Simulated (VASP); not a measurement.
Crystal: Ga.

```
Ga
1.0
    -1.38440    1.38440    2.31122
     1.38440   -1.38440    2.31122
     1.38440    1.38440   -2.31122
Ga
1
Direct
  0.00000 0.00000 0.00000
```

This isn't the form of Ga at room conditions, which is orthorhombic.

Base run:

- Program: VASP 6.6.1
- Functional: LAK
- Potentials or basis: VASP PAW PBE potentials, release 64 (Ga_d)
- Cutoff: 520 eV
- k mesh: 13 × 13 × 13
- Occupations: fermi-dirac, width 0.05 eV
- Spin: no spin polarisation

Its results: pressure 2.5 GPa.

Q: The run is repeated on the same cell with these changes: functional from LAK to PBE. What comes out?

A: Pressure 3.6 GPa.

Caveats: the PAW data sets were made with another functional, which shifts forces and pressure a little (some runs).
